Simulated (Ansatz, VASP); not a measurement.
**Te: VASP beside Ansatz**

The input INCAR:

```
SYSTEM = Te
  PREC = Accurate
  ENCUT = 520
  EDIFF = 1E-7
  ISMEAR = -1
  SIGMA = 0.05
  LREAL = .False.
  LASPH = .True.
  NELM = 100
  ALGO = Normal
  ISIF = 2
  LWAVE = .False.
  LCHARG = .False.
  GGA = PS
  NBANDS = 9
```

Contents of KPOINTS:

```
Automatic mesh
0
Gamma
  9 9 9
  0 0 0
```

File POSCAR:

```
Te
1.0
    2.2904280083      1.3223792272      1.6796046794
   -2.2904280083      1.3223792272      1.6796046794
    0.0000000000     -2.6447584544      1.6796046794
Te
1
Direct
    0.5000000000      0.5000000000      0.5000000000
```

The input input.yaml:

```yaml
crystal:
  lattice:
    - [2.2904280083, 1.3223792272, 1.6796046794]
    - [-2.2904280083, 1.3223792272, 1.6796046794]
    - [0.0, -2.6447584544, 1.6796046794]
  atoms:
    - { symbol: Te, position: [0.5, 0.5, 0.5] }
kpoints:
  mp_grid: { grid: [9, 9, 9] }
scf:
  occupations: { method: fermi_dirac, width: 0.05 }
hamiltonian:
  xc: pbesol
  pseudopotentials: { kind: all_electron, lapw: { basis_error: 0.0005 } }
output:
  forces: true
  stress: true
  eigenvalues: true
```

Change from the starting cell: volume scaled by 0.98.

Alike in both runs: task single point; functional PBEsol; k mesh 9 × 9 × 9; occupations fermi-dirac, width 0.05 eV; no spin polarisation.

|  | VASP | Ansatz |
| --- | --- | --- |
| version | VASP 6.6.1 | Ansatz 0.2.0 |
| potentials or method | VASP PAW PBE potentials, release 64 (Te) | all-electron LAPW, scalar-relativistic |
| plane-wave cutoff (eV) | 520 | see its input |

Ansatz gave:

| Item | Value |
| --- | --- |
| gap on the k mesh at the Fermi level (eV) | none |
| pressure (GPa) | 1.1 |
| largest component of the traceless stress (GPa) | 0.10 |

Estimate VASP's values.

gap on the k mesh at the Fermi level (eV): none; pressure (GPa): 1.2; largest component of the traceless stress (GPa): 0.12.

A gap of «none» marks a metal or a gap that the smearing closes. Ansatz ran all-electron here, so the differences hold the error of VASP's frozen core and of both bases.

Caveats: the PAW data sets were made with another functional, which shifts forces and pressure a little (VASP). Spin-orbit coupling is left out, which matters for the levels of Te.
